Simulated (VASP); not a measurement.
# Sb (Fm-3m) in VASP: notebook

The runs below take Sb through single point, with r2SCAN.

All numbers are computed with VASP 6.6.1; they aren't measurements. Logs are shortened: lines on timing, memory, paths and dates and some standing lists are left out, and cuts for length are marked.

## 1. Starting point

The structure is cubic, space group Fm-3m (No. 225). Conventional cell: a = 4.742 Å, b = 4.742 Å, c = 4.742 Å, α = 90.00°, β = 90.00°, γ = 90.00°. Sb (site symmetry m-3m) has 12 Sb at 3.35 Å as nearest neighbours.

This isn't the form of Sb at room conditions, which is rhombohedral.

## 2. Single point, r2SCAN

The input, INCAR:

```
PREC = Accurate
ENCUT = 450
EDIFF = 1E-6
ISMEAR = 1
SIGMA = 0.4
LREAL = F
LASPH = T
NELM = 100
ALGO = Normal
ISIF = 2
LWAVE = F
LCHARG = F
METAGGA = R2SCAN
LMIXTAU = T
NBANDS = 8
ADDGRID = F
```

The input, KPOINTS:

```
Automatic mesh
0
Gamma
  7 7 7
```

The input, POSCAR:

```
Sb
1.0
    0.0000000000      2.3712425216      2.3712425216
    2.3712425216      0.0000000000      2.3712425216
    2.3712425216      2.3712425216      0.0000000000
Sb
1
Direct
    0.0000000000      0.0000000000      0.0000000000
```

Potentials or basis: VASP PAW PBE potentials, release 64 (Sb).

The run is started by

```bash
$ cat potpaw_PBE.64/Sb/POTCAR > POTCAR
$ mpirun -np 1 vasp_std > vasp.out
```

OUTCAR:

```text
PREC = Accurate
   ENCUT = 450
   EDIFF = 1E-6
   ISMEAR = 1
   LREAL = F
   LASPH = T
   NELM = 100
   ISIF = 2
   METAGGA = R2SCAN

 Found     20 irreducible k-points:

 Following reciprocal coordinates:
            Coordinates               Weight
  0.000000  0.000000  0.000000      1.000000
  0.142857  0.000000  0.000000      8.000000
  0.285714  0.000000  0.000000      8.000000
  0.428571  0.000000  0.000000      8.000000
  0.142857  0.142857  0.000000      6.000000
  0.285714  0.142857  0.000000     24.000000
   k-points           NKPTS =     20   k-points in BZ     NKDIM =     20   number of bands    NBANDS=      8
   number of dos      NEDOS =    301   number of ions     NIONS =      1
   total plane-waves  NPLWV =  13824
   dimension x,y,z NGX =    24 NGY =   24 NGZ =   24
   dimension x,y,z NGXF=    48 NGYF=   48 NGZF=   48
   ions per type =               1
   NGX,Y,Z   is equivalent  to a cutoff of  11.90, 11.90, 11.90 a.u.
   NGXF,Y,Z  is equivalent  to a cutoff of  23.80, 23.80, 23.80 a.u.
 SYSTEM =  unknown system
   PREC   = accura    normal or accurate (medium, high low for compatibility)
   ISTART =      0    job   : 0-new  1-cont  2-samecut
   ICHARG =      2    charge: 1-file 2-atom 10-const
   ISPIN  =      1    spin polarized calculation?
   LNONCOLLINEAR =      F non collinear calculations
   LSORBIT =      F    spin-orbit coupling
   LASPH  =      T    aspherical Exc in radial PAW
   ENCUT  =  450.0 eV  33.07 Ry    5.75 a.u.   5.80  5.80  5.80*2*pi/ulx,y,z
   NELM   =    100;   NELMIN=  2; NELMDL= -5     # of ELM steps
   EDIFF  = 0.1E-05   stopping-criterion for ELM
   LREAL  =      F    real-space projection
   EDIFFG = 0.1E-04   stopping-criterion for IOM
   NSW    =      0    number of steps for IOM
   IBRION =     -1    ionic relax: 0-MD 1-quasi-New 2-CG
   NFREE  =      0    steps in history (QN), initial steepest desc. (CG)
   ISIF   =      2    stress and relaxation
   ISYM   =      2    0-nonsym 1-usesym 2-fastsym
   POTIM  = 0.5000    time-step for ionic-motion
   TEBEG  =    0.0;   TEEND  =   0.0 temperature during run
   PSTRESS=    0.0 pullay stress
   NELECT =       5.0000    total number of electrons
   NUPDOWN=      -1.0000    fix difference up-down
   EMIN   =  10.00;   EMAX   =-10.00  energy-range for DOS
   EFERMI =   0.00;   METHOD = LEGACY
   ISMEAR =     1;   SIGMA  =   0.40  broadening in eV -4-tet -1-fermi 0-gaus
   EFERMI_NEDOS =   21; number of points for ismear=-14 and -15
   IALGO  =     38    algorithm
   IMIX   =      4    mixing-type and parameters
     AMIX     =   0.40;   BMIX     =  1.00
     AMIX_MAG =   1.60;   BMIX_MAG =  1.00
  volume/ion in A,a.u.               =      26.67       179.95
  Fermi-wavevector in a.u.,A,eV,Ry     =   0.937013  1.770697 11.945820  0.877993
  Thomas-Fermi vector in A             =   2.064081
   LORBIT       =      0    0 simple, 1 ext, 2 COOP (PROOUT), +10 PAW based schemes
   METAGGA = R2SCAN    functional components
   LHFCALC =     F    Hartree Fock is set to
   AEXX    =    0.0000 exact exchange contribution
   IVDW    =     0    specifies the selected vdW correction
   LEPSILON=     F    determine dielectric tensor
   LRPA    =     F    only Hartree local field effects (RPA)
 non-spin polarized calculation
 Methfessel and Paxton  Order N= 1 SIGMA  =   0.40
  energy-cutoff  :      450.00
  volume of cell :       26.67
 maximum number of plane-waves:       592
   NGX = 11   NGY = 11   NGZ = 11

 number of electron       5.0000000 magnetization

 Free energy of the ion-electron system (eV)
  ---------------------------------------------------
  ext. energy  EPLUGINS =         0.00000000
  ---------------------------------------------------
  free energy    TOTEN  =       -25.22712667 eV

  energy without entropy =      -25.20383866  energy(sigma->0) =      -25.21936400

 E-fermi :   8.3707     XC(G=0): -10.8840

 val. band max:        8.3599284050   @ k =   0.2857   0.1429   0.0000
 cond. band min:       8.5869270979   @ k =   0.2857   0.2857   0.0000
 fundamental gap:      0.2269986930
 Fermi energy:         8.3706711707

 k-point     1 :       0.0000    0.0000    0.0000
  band No.  band energies     occupation
      1      -5.0724      2.00000
      2      14.3022     -0.00000
      3      14.3022     -0.00000
      4      14.3022     -0.00000
      5      19.0400      0.00000
      6      19.0400      0.00000
      7      19.0400      0.00000
      8      19.6095      0.00000

 k-point     2 :       0.1429    0.0000    0.0000
  band No.  band energies     occupation
      1      -4.6405      2.00000
      2      11.1857     -0.00000
      3      13.7919     -0.00000
      4      13.7919     -0.00000
      5      17.8572      0.00000
      6      19.7964      0.00000
      7      19.7964      0.00000
      8      21.8922      0.00000

 k-point     3 :       0.2857    0.0000    0.0000
  band No.  band energies     occupation
      1      -3.3706      2.00000
      2       6.7052      2.00000
      3      12.9929     -0.00000
      4      12.9929     -0.00000
      5      17.3934      0.00000
      6      19.2012      0.00000
      7      19.2012      0.00000
      8      20.6892      0.00000

 k-point     4 :       0.4286    0.0000    0.0000
  band No.  band energies     occupation
      1      -1.5162      2.00000
      2       3.1168      2.00000
      3      12.5176     -0.00000
      4      12.5176     -0.00000
      5      17.3872      0.00000
      6      18.2904      0.00000
      7      18.2904      0.00000
      8      19.3116      0.00000

 k-point     5 :       0.1429    0.1429    0.0000
  band No.  band energies     occupation
      1      -4.4959      2.00000
      2      12.3876     -0.00000
      3      12.5321     -0.00000
      4      12.5321     -0.00000
      5      16.4164      0.00000
      6      18.9836      0.00000
      7      21.3170      0.00000
      8      21.3170      0.00000

 k-point     6 :       0.2857    0.1429    0.0000
  band No.  band energies     occupation
      1      -3.5009      2.00000
      2       8.3599      1.04544
      3      11.5581     -0.00000
      4      11.9395     -0.00000
      5      16.3485     -0.00000
      6      18.0667      0.00000
      7      21.3907      0.00000
      8      21.7042      0.00000

 [... further k-points ...]

------------------------ aborting loop because EDIFF is reached ----------------------------------------

  FORCE on cell =-STRESS in cart. coord.  units (eV):
  Direction    XX          YY          ZZ          XY          YZ          ZX
  --------------------------------------------------------------------------------------
  -------------------------------------------------------------------------------------
  Total        0.0667850      0.0667850      0.0667850      0.0000000      0.0000000      0.0000000
  in kB        4.0126504      4.0126504      4.0126504      0.0000000      0.0000000      0.0000000
  external PRESSURE =       4.0126504 kB  Pullay stress =       0.0000000 kB

 VOLUME and BASIS-vectors are now :
 -----------------------------------------------------------------------------
  energy-cutoff  :      450.00
  volume of cell :       26.67
      direct lattice vectors                 reciprocal lattice vectors
     0.000000000  2.371242522  2.371242522    -0.210859916  0.210859916  0.210859916
     2.371242522  0.000000000  2.371242522     0.210859916 -0.210859916  0.210859916
     2.371242522  2.371242522  0.000000000     0.210859916  0.210859916 -0.210859916

 POSITION                                       TOTAL-FORCE (eV/Angst)
 -----------------------------------------------------------------------------------
      0.00000      0.00000      0.00000         0.000000     -0.000000      0.000000
 -----------------------------------------------------------------------------------
    total drift:                                0.000000     -0.000000     -0.000000

  FREE ENERGIE OF THE ION-ELECTRON SYSTEM (eV)
  ---------------------------------------------------
  free  energy   TOTEN  =       -25.2271266681 eV

  energy  without entropy=      -25.2038386633  energy(sigma->0) =      -25.21936400
```

Run time: 7.4 s. Hardware: 1 thread of Intel Xeon 6975P-C (Granite Rapids), shared host; peak memory 0.14 GiB.

The run converged, but some of its settings lie outside the range that counts as converged, so its numbers aren't taken as properties of the crystal.

Results:

```yaml
Free_energy: -25.2271 eV
Pressure: 0.4 GPa
Band_gap_on_the_k_mesh: none (metal or under the smearing width)
```

Caveat: the PAW data sets were made with another functional, which shifts forces and pressure a little.

## 3. Single point, r2SCAN

INCAR: that of step 2 with these lines changed.

```diff
@@ -4,3 +4,3 @@
 ISMEAR = 1
-SIGMA = 0.4
+SIGMA = 0.2
 LREAL = F
```

KPOINTS is that of step 2.

POSCAR is that of step 2.

Potentials or basis: VASP PAW PBE potentials, release 64 (Sb).

The run is started by

```bash
$ cat potpaw_PBE.64/Sb/POTCAR > POTCAR
$ mpirun -np 1 vasp_std > vasp.out
```

OUTCAR:

```text
PREC = Accurate
   ENCUT = 450
   EDIFF = 1E-6
   ISMEAR = 1
   LREAL = F
   LASPH = T
   NELM = 100
   ISIF = 2
   METAGGA = R2SCAN

 Found     20 irreducible k-points:

 Following reciprocal coordinates:
            Coordinates               Weight
  0.000000  0.000000  0.000000      1.000000
  0.142857  0.000000  0.000000      8.000000
  0.285714  0.000000  0.000000      8.000000
  0.428571  0.000000  0.000000      8.000000
  0.142857  0.142857  0.000000      6.000000
  0.285714  0.142857  0.000000     24.000000
[... 142 lines left out ...]
------------------------ aborting loop because EDIFF is reached ----------------------------------------

  FORCE on cell =-STRESS in cart. coord.  units (eV):
  Direction    XX          YY          ZZ          XY          YZ          ZX
  --------------------------------------------------------------------------------------
  -------------------------------------------------------------------------------------
  Total        0.0156133      0.0156133      0.0156133     -0.0000000     -0.0000000      0.0000000
  in kB        0.9380988      0.9380988      0.9380988     -0.0000000     -0.0000000      0.0000000
  external PRESSURE =       0.9380988 kB  Pullay stress =       0.0000000 kB

 VOLUME and BASIS-vectors are now :
 -----------------------------------------------------------------------------
  energy-cutoff  :      450.00
  volume of cell :       26.67
      direct lattice vectors                 reciprocal lattice vectors
     0.000000000  2.371242522  2.371242522    -0.210859916  0.210859916  0.210859916
     2.371242522  0.000000000  2.371242522     0.210859916 -0.210859916  0.210859916
     2.371242522  2.371242522  0.000000000     0.210859916  0.210859916 -0.210859916

 POSITION                                       TOTAL-FORCE (eV/Angst)
 -----------------------------------------------------------------------------------
      0.00000      0.00000      0.00000         0.000000      0.000000      0.000000
 -----------------------------------------------------------------------------------
    total drift:                               -0.000000      0.000000     -0.000000

  FREE ENERGIE OF THE ION-ELECTRON SYSTEM (eV)
  ---------------------------------------------------
  free  energy   TOTEN  =       -25.2156363679 eV

  energy  without entropy=      -25.2047774468  energy(sigma->0) =      -25.21201673
```

OSZICAR:

```text
N       E                     dE             d eps       ncg     rms          rms(c)
DAV:   1    -0.168162054502E+02   -0.16816E+02   -0.18040E+03   328   0.383E+02
DAV:   2    -0.257440978864E+02   -0.89279E+01   -0.87499E+01   448   0.529E+01
DAV:   3    -0.258341276138E+02   -0.90030E-01   -0.89843E-01   392   0.611E+00
DAV:   4    -0.258344172499E+02   -0.28964E-03   -0.28963E-03   464   0.411E-01
DAV:   5    -0.258344178715E+02   -0.62161E-06   -0.62156E-06   432   0.114E-02    0.147E+00
DAV:   6    -0.250917869350E+02    0.74263E+00   -0.10477E-01   344   0.255E+00    0.922E-01
DAV:   7    -0.252658259163E+02   -0.17404E+00   -0.95167E-02   328   0.227E+00    0.170E-01
DAV:   8    -0.252152028080E+02    0.50623E-01   -0.44189E-02   344   0.149E+00    0.776E-02
DAV:   9    -0.252146627633E+02    0.54004E-03   -0.42518E-04   416   0.167E-01    0.107E-01
DAV:  10    -0.252145480201E+02    0.11474E-03   -0.63240E-04   352   0.191E-01    0.469E-02
DAV:  11    -0.252155691041E+02   -0.10211E-02   -0.67242E-04   376   0.219E-01    0.249E-02
DAV:  12    -0.252155829846E+02   -0.13880E-04   -0.13870E-05   384   0.317E-02    0.249E-02
DAV:  13    -0.252155512685E+02    0.31716E-04   -0.36115E-06   416   0.168E-02    0.291E-02
DAV:  14    -0.252156345721E+02   -0.83304E-04   -0.82292E-05   328   0.790E-02    0.186E-03
DAV:  15    -0.252156359009E+02   -0.13287E-05   -0.27565E-06   432   0.151E-02    0.311E-03
DAV:  16    -0.252156363679E+02   -0.46699E-06   -0.99977E-08   160   0.251E-03
   1 F= -.25215636E+02 E0= -.25212017E+02  d E =-.108589E-01
```

stdout:

```text
POSCAR found type information on POSCAR Sb
 POSCAR found :  1 types and       1 ions
 scaLAPACK will be used
 -----------------------------------------------------------------------------
|                                                                             |
|                                                                             |
|     You enforced a specific xc type in the INCAR file but a different       |
|     I HOPE YOU KNOW WHAT YOU ARE DOING!                                     |
|                                                                             |
 -----------------------------------------------------------------------------

 LDA part: xc-table for (None), standard interpolation
 POSCAR, INCAR and KPOINTS ok, starting setup
 FFT: planning ... GRIDC
 FFT: planning ... GRID_SOFT
 FFT: planning ... GRID
 WAVECAR not read
 entering main loop
```

Wall time 7.4 s (1 thread of Intel Xeon 6975P-C (Granite Rapids), shared host); peak memory 0.14 GiB.

These settings aren't checked as converged: the numbers below hold their error.

Results:

```
Free energy            : -25.2156 eV
Pressure               : 0.1 GPa
Band gap on the k mesh : none (metal or under the smearing width)
```

Caveat: the PAW data sets were made with another functional, which shifts forces and pressure a little.

## 4. Single point, r2SCAN

INCAR: that of step 3 with these lines changed.

```diff
@@ -4,3 +4,3 @@
 ISMEAR = 1
-SIGMA = 0.2
+SIGMA = 0.05
 LREAL = F
```

KPOINTS is that of step 3.

POSCAR is that of step 3.

Potentials or basis: VASP PAW PBE potentials, release 64 (Sb).

The run is started by

```bash
$ cat potpaw_PBE.64/Sb/POTCAR > POTCAR
$ mpirun -np 1 vasp_std > vasp.out
```

OUTCAR:

```text
PREC = Accurate
   ENCUT = 450
   EDIFF = 1E-6
   ISMEAR = 1
   LREAL = F
   LASPH = T
   NELM = 100
   ISIF = 2
   METAGGA = R2SCAN

 Found     20 irreducible k-points:

 Following reciprocal coordinates:
            Coordinates               Weight
  0.000000  0.000000  0.000000      1.000000
  0.142857  0.000000  0.000000      8.000000
  0.285714  0.000000  0.000000      8.000000
  0.428571  0.000000  0.000000      8.000000
  0.142857  0.142857  0.000000      6.000000
  0.285714  0.142857  0.000000     24.000000
[... 142 lines left out ...]
------------------------ aborting loop because EDIFF is reached ----------------------------------------

  FORCE on cell =-STRESS in cart. coord.  units (eV):
  Direction    XX          YY          ZZ          XY          YZ          ZX
  --------------------------------------------------------------------------------------
  -------------------------------------------------------------------------------------
  Total       -0.0527555     -0.0527555     -0.0527555      0.0000000     -0.0000000     -0.0000000
  in kB       -3.1697172     -3.1697172     -3.1697172      0.0000000     -0.0000000     -0.0000000
  external PRESSURE =      -3.1697172 kB  Pullay stress =       0.0000000 kB

 VOLUME and BASIS-vectors are now :
 -----------------------------------------------------------------------------
  energy-cutoff  :      450.00
  volume of cell :       26.67
      direct lattice vectors                 reciprocal lattice vectors
     0.000000000  2.371242522  2.371242522    -0.210859916  0.210859916  0.210859916
     2.371242522  0.000000000  2.371242522     0.210859916 -0.210859916  0.210859916
     2.371242522  2.371242522  0.000000000     0.210859916  0.210859916 -0.210859916

 POSITION                                       TOTAL-FORCE (eV/Angst)
 -----------------------------------------------------------------------------------
      0.00000      0.00000      0.00000         0.000000      0.000000      0.000000
 -----------------------------------------------------------------------------------
    total drift:                                0.000000      0.000000      0.000000

  FREE ENERGIE OF THE ION-ELECTRON SYSTEM (eV)
  ---------------------------------------------------
  free  energy   TOTEN  =       -25.2081675164 eV

  energy  without entropy=      -25.2059705537  energy(sigma->0) =      -25.20743520
```

OSZICAR:

```text
N       E                     dE             d eps       ncg     rms          rms(c)
DAV:   1    -0.168147105185E+02   -0.16815E+02   -0.18040E+03   328   0.383E+02
DAV:   2    -0.257374197946E+02   -0.89227E+01   -0.87400E+01   448   0.529E+01
DAV:   3    -0.258266367602E+02   -0.89217E-01   -0.88639E-01   392   0.608E+00
DAV:   4    -0.258269266966E+02   -0.28994E-03   -0.28993E-03   464   0.412E-01
DAV:   5    -0.258269273199E+02   -0.62331E-06   -0.62421E-06   432   0.115E-02    0.146E+00
DAV:   6    -0.250828586436E+02    0.74407E+00   -0.10419E-01   344   0.255E+00    0.921E-01
DAV:   7    -0.252665930559E+02   -0.18373E+00   -0.94445E-02   328   0.228E+00    0.164E-01
DAV:   8    -0.252078915552E+02    0.58702E-01   -0.45029E-02   344   0.151E+00    0.960E-02
DAV:   9    -0.252067697311E+02    0.11218E-02   -0.51802E-04   400   0.189E-01    0.140E-01
DAV:  10    -0.252073586118E+02   -0.58888E-03   -0.83558E-04   360   0.222E-01    0.509E-02
DAV:  11    -0.252081455096E+02   -0.78690E-03   -0.76916E-04   392   0.238E-01    0.239E-02
DAV:  12    -0.252081323198E+02    0.13190E-04   -0.16780E-05   360   0.388E-02    0.228E-02
DAV:  13    -0.252081212400E+02    0.11080E-04   -0.91639E-07   480   0.826E-03    0.253E-02
DAV:  14    -0.252081637904E+02   -0.42550E-04   -0.45812E-05   328   0.609E-02    0.304E-03
DAV:  15    -0.252081665641E+02   -0.27737E-05   -0.69477E-07   384   0.639E-03    0.249E-03
DAV:  16    -0.252081675164E+02   -0.95229E-06   -0.16160E-07   160   0.324E-03
   1 F= -.25208168E+02 E0= -.25207435E+02  d E =-.219696E-02
```

Run time: 7.5 s. Hardware: 1 thread of Intel Xeon 6975P-C (Granite Rapids), shared host; peak memory 0.13 GiB.

These settings aren't checked as converged: the numbers below hold their error.

What came out:

* Free energy: -25.2082 eV
* Pressure: -0.3 GPa
* Band gap on the k mesh: none (metal or under the smearing width)

Caveat: the PAW data sets were made with another functional, which shifts forces and pressure a little.

## 5. Single point, r2SCAN

INCAR: that of step 4 with these lines changed.

```diff
@@ -4,3 +4,3 @@
 ISMEAR = 1
-SIGMA = 0.05
+SIGMA = 0.02
 LREAL = F
```

KPOINTS is that of step 4.

POSCAR is that of step 4.

The run is started by

```bash
$ cat potpaw_PBE.64/Sb/POTCAR > POTCAR
$ mpirun -np 1 vasp_std > vasp.out
```

It took 8.4 s on 1 thread of Intel Xeon 6975P-C (Granite Rapids), shared host; peak memory 0.13 GiB.

The run converged, but some of its settings lie outside the range that counts as converged, so its numbers aren't taken as properties of the crystal.

What came out:

```
Free energy            : -25.2073 eV
Pressure               : -0.7 GPa
Band gap on the k mesh : none (metal or under the smearing width)
```

Caveat: the PAW data sets were made with another functional, which shifts forces and pressure a little.
